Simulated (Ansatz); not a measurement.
Polymorphs of ZrO₂, each relaxed with the program Ansatz at the r²SCAN level (PAW):

A: fluorite (Fm-3m)
a = 5.0894 Å, b = 5.0894 Å, c = 5.0894 Å, α = 90.00°, β = 90.00°, γ = 90.00°

```csv
atom,site,symmetry,x,y,z
Zr,4a,m-3m,0.0000,0.0000,0.0000
O,8c,-43m,0.2500,0.2500,0.2500
```

B: P4_2/nmc
a = b = 3.601 Å, c = 5.228 Å, α = β = γ = 90.00°

```json
[
 {"atom": "Zr", "site": "2a", "symmetry": "-4m2", "x": "0.0000", "y": "0.0000", "z": "0.0000"},
 {"atom": "O", "site": "4d", "symmetry": "2mm.", "x": "0.0000", "y": "0.5000", "z": "0.1968"}
]
```

Q: Rank these by energy per atom at 0 K (lowest first), as r²SCAN gives it.

A: B (+0 meV/atom), A (+29 meV/atom)

Q: Give each one's gap.

A: A 3.89 eV; B 4.60 eV.

Not the usual ambient phase: A; B. All cells were relaxed under the symmetry of their starts (and spin orders); stability against distortions was not tested throughout. Rows with no word on spin ran without spin polarisation. Spin–orbit coupling is left out wherever it is not named.

Energies hold the estimated change up to a 700 eV cutoff; steps of a few meV lie near the error of the meshes.

Potentials: the later of the program's two PAW sets.
